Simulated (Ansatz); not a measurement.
# Co: energy and pressure over a range of volumes

One table from this session's results is given with a row withheld; the runs are named, their logs left out.

Computed with Ansatz 0.2.0 (DFT PBE, scalar-relativistic, unless a step's input says otherwise).

## The structure to begin with

The structure is hexagonal, space group P6_3/mmc (No. 194). The conventional cell has a = 2.519 Å, b = 2.519 Å, c = 4.091 Å, α = 90.00°, β = 90.00°, γ = 120.00°. Co (site symmetry -6m2) is surrounded by 12 Co at 2.51 to 2.52 Å.

Coordinates:

```xyz
2
Lattice="2.5190 0.0000 0.0000 -1.2595 2.1815 0.0000 0.0000 0.0000 4.0910" Properties=species:S:1:pos:R:3 pbc="T T T"
Co    0.0000    1.4543    1.0228
Co    1.2595    0.7272    3.0682
```

The geometry is a database entry used as it stands. It may stem from high pressure or temperature, or be incomplete, so it serves as a test cell.

Atoms are numbered in the order of the input: Co1, Co2.

Set-up of the first run:

The input, input.yaml:

```yaml
crystal:
  lattice:
    - [2.4680156958, 0.0, 0.0]
    - [-1.2340078479, 2.1373642896, 0.0]
    - [0.0, 0.0, 4.0081971921]
  atoms:
    - { symbol: Co, position: [0.3333333333, 0.6666666667, 0.25], spin: 2.0 }
    - { symbol: Co, position: [0.6666666667, 0.3333333333, 0.75], spin: 2.0 }
magnetization:
  spin_polarized: true
kpoints:
  mp_grid: { grid: [19, 19, 10] }
scf:
  occupations: { method: fermi_dirac, width: 0.08 }
hamiltonian:
  xc: pbe
  pseudopotentials: { kind: all_electron, lapw: { basis_error: 0.001 } }
output:
  forces: true
  stress: true
  eigenvalues: true
```

Among the steps run: Volume × 0.9405, LAPW; Volume × 0.9405, PAW; Volume × 0.9405, crystal datasets; Volume × 0.98, LAPW; Volume × 0.98, PAW; Volume × 1.02, LAPW; Volume × 1.02, PAW; Volume × 1.06, LAPW; Volume × 1.06, PAW; Volume × 1.06, crystal datasets.

One table of the session follows, with a row left open; its other results are not shown here.

```
          method  volume (Å³/atom)  moment Co1 (μB)
            LAPW            10.572             1.64
            LAPW            11.016                ?
            LAPW            11.241             1.70
            LAPW            11.465             1.72
            LAPW            11.915             1.74
             PAW            10.572             1.66
             PAW            11.016             1.70
             PAW            11.241             1.72
             PAW            11.465             1.74
             PAW            11.915             1.77
crystal datasets            10.572             1.66
crystal datasets            11.241             1.72
crystal datasets            11.915             1.77
```

Estimate the missing values for LAPW, 11.016.

The run gave: moment Co1 (μB): 1.68. In the column «moment Co1 (μB)» it lies between crystal datasets, 10.572 (1.66) and LAPW, 11.241 (1.70).

Limits of these values: Shape and positions are held, so a fully relaxed modulus can be lower. Warnings in the runs' records: crystal datasets made, band levels unverified.
